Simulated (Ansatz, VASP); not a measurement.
Given: the input of a run of VASP 6.6.1 on Te.

The input INCAR:

```
  PREC = Accurate
  ENCUT = 520
  EDIFF = 1E-7
  ISMEAR = -1
  SIGMA = 0.05
  LREAL = F
  LASPH = T
  NELM = 100
  ALGO = Normal
  ISIF = 2
  LWAVE = F
  LCHARG = F
  GGA = PE
  NBANDS = 9
```

The input KPOINTS:

```
Automatic mesh
0
Gamma
  9 9 9
```

The input POSCAR:

```
Te
1.0
    2.2904280083      1.3223792272      1.6796046794
   -2.2904280083      1.3223792272      1.6796046794
    0.0000000000     -2.6447584544      1.6796046794
Te
1
Direct
    0.5000000000      0.5000000000      0.5000000000
```

Potentials or basis: VASP PAW PBE potentials, release 64 (Te).

The run is started by

```sh
$ cat potpaw_PBE.64/Te/POTCAR > POTCAR
$ mpirun -np 1 vasp_std > vasp.out
```

Q: Set up the same calculation for Ansatz 0.2.0. Potentials there: Ansatz PAW.

A: As run (the cutoff follows the program's own potentials):

The input input.yaml:

```yaml
crystal:
  lattice:
    - [2.2904280083, 1.3223792272, 1.6796046794]
    - [-2.2904280083, 1.3223792272, 1.6796046794]
    - [0.0, -2.6447584544, 1.6796046794]
  atoms:
    - { symbol: Te, position: [0.5, 0.5, 0.5] }
hamiltonian:
  xc: pbe
  pseudopotentials: { kind: paw }
kpoints:
  mp_grid: { grid: [9, 9, 9] }
scf:
  occupations: { method: fermi_dirac, width: 0.05 }
output:
  forces: true
  stress: true
  eigenvalues: true
```

Potentials or basis: Ansatz PAW.

The run is started by

```console
$ ansatz run input.yaml --threads 1 --pin off --max-ram 3584MiB --backend cpu --events-out ev --progress --plain --runs-dir out
```

Both were run:

|  | VASP | Ansatz | Ansatz less VASP |
| --- | --- | --- | --- |
| gap on the k mesh at the Fermi level (eV) | none | none | - |
| pressure (GPa) | 3.9 | 3.9 | +0.04 |
| largest component of the traceless stress (GPa) | 0.17 | 0.16 | -0.008 |

A gap of «none» marks a metal or a gap that the smearing closes. The functional is the same, so the differences come from potentials, cutoffs and numerics. The two sets of potentials don't hold the same shells in valence.

Spin-orbit coupling is left out, which matters for the levels of Te.
